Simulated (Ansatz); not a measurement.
# Si, dhcp: geometry optimisation

Method: DFT, RPBE, plane waves (420 eV) with PAW, scalar-relativistic in Ansatz. (PAW data from PBE, frozen cores regenerated.)

k-point mesh 13×13×4, Fermi-Dirac smearing 0.1 eV, no spin polarisation. Cell and atoms relax.

Starting structure:

```
Si
1.0
     2.76918    0.00000    0.00000
    -1.38459    2.39818    0.00000
     0.00000    0.00000    9.04413
Si
4
Direct
  0.00000 0.00000 0.00000
  0.00000 0.00000 0.50000
  0.33333 0.66667 0.25000
  0.66667 0.33333 0.75000
```

Q: What cell does the relaxation end in?

A: P6_3/mmc with a = 2.730 Å, c = 9.057 Å (c/a = 3.317); 14.62 Å³ per atom against 15.02 at the start (-2.6 %).

Q: How much energy does the relaxation gain?

A: 3.5 meV per atom.

Path of the relaxation (the plane waves are chosen anew near the end, which can shift the energy a little):

```tsv
step	E − E(final) (meV/atom)	V (Å³/atom)	P (GPa)	max force (eV/Å)
0	3.51	15.015	-2.11	0.000
1	0.29	14.686	-0.37	0.000
2	-0.05	14.593	0.17	0.000
3	-0.06	14.620	0.01	0.000
4	0.00	14.620	0.00	0.000
```
